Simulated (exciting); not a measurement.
Crystal: C.

```
C
1.0
     0.00000    1.78337    1.78337
     1.78337    0.00000    1.78337
     1.78337    1.78337    0.00000
C
2
Direct
  0.75000 0.75000 0.75000
  0.50000 0.50000 0.50000
```

This isn't the form of C at room conditions, which is graphite.

Base run:

| Item | Value |
| --- | --- |
| Program | exciting (release sodium) |
| Functional | PBEsol |
| Potentials or basis | all-electron LAPW+lo, shipped species files, valence relativity iora* |
| rgkmax | 7.5 |
| k mesh | 13 × 13 × 13 |
| Occupations | fermi-dirac, width 0.05 eV |
| Spin | no spin polarisation |

Its results: band gap on the k mesh 4.02 eV, indirect (least direct gap 5.54 eV).

Task: The run is repeated on the same cell with these changes: functional from PBEsol to BLYP. What comes out?

Result: Band gap on the k mesh 4.47 eV, indirect (least direct gap 5.74 eV).
